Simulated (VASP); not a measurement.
## ZrB2: single point with PBEsol

Crystal: ZrB2.

```
Zr B
1.0
     3.04625    0.00342    0.01095
    -1.52016    2.64001   -0.01918
     0.01218   -0.01760    3.38335
Zr B
1 2
Direct
  0.00523 0.94555 0.97233
  0.32914 0.70702 0.51169
  0.66563 0.34743 0.51598
```

The cell isn't the ideal one: all atoms moved at random, cell strained at random.

| Property | Result |
| --- | --- |
| Program | VASP 6.6.1 |
| Task | single point |
| Functional | PBEsol |
| Potentials or basis | VASP PAW PBE potentials, release 64 (Zr_sv, B) |
| Cutoff | 520 eV |
| k mesh | 14 × 14 × 12 |
| Occupations | gaussian, width 0.1 eV |
| Spin | no spin polarisation |

| Quantity | Value |
| --- | --- |
| Pressure | 43.2 GPa |
| Largest force | 6.197 eV/Å |
| Band gap on the k mesh | none (metal or under the smearing width) |

Forces in eV/Å, atoms in the order of the input:
```
Zr  -3.031  3.955  3.683
B    2.601 -2.989 -1.860
B    0.430 -0.967 -1.824
```

Stress tensor (GPa, compression positive):
```
 39.57  -3.04 -10.80
 -3.04  40.75  14.25
-10.80  14.25  49.37
```

Levels at points of the mesh, in eV from the Fermi level:
```tsv
k point	band 5	band 6	band 7	band 8	band 9	band 10	band 11	band 12	band 13	band 14
(0.00, 0.00, 0.00)	-13.11	-3.61	-3.20	-2.40	-1.52	2.76	3.44	3.78	4.73	5.81
(0.50, 0.00, 0.00)	-9.42	-8.41	-4.58	-4.27	-1.31	1.31	4.53	5.66	5.99	7.04
(0.00, 0.50, 0.00)	-9.64	-8.30	-4.02	-3.99	-2.08	1.54	3.62	5.65	6.01	7.15
(0.50, 0.50, 0.00)	-9.31	-8.37	-4.38	-4.03	-2.63	2.22	3.58	5.86	6.11	7.09
(0.00, 0.00, 0.50)	-10.47	-7.15	-2.27	-1.42	0.34	0.70	1.45	1.74	2.21	6.15
(0.50, 0.00, 0.50)	-10.44	-7.01	-4.81	-4.16	-1.52	3.17	4.27	6.11	7.18	8.76
(0.00, 0.50, 0.50)	-10.28	-7.22	-4.98	-4.56	-1.26	3.93	4.59	6.20	7.05	8.54
(0.50, 0.50, 0.50)	-10.46	-6.74	-5.24	-4.39	-1.55	3.97	4.70	6.22	7.15	8.03
```

Wall time 7.8 min on 1 thread of Intel(R) Xeon(R) Platinum 8488C (Sapphire Rapids), on a shared host, peak memory 0.57 GiB.

Caveat: so large a pressure means that the cell lies far from this level's equilibrium, or that cutoff or potentials fall short; the potentials were made for another functional, which shifts forces and pressure.
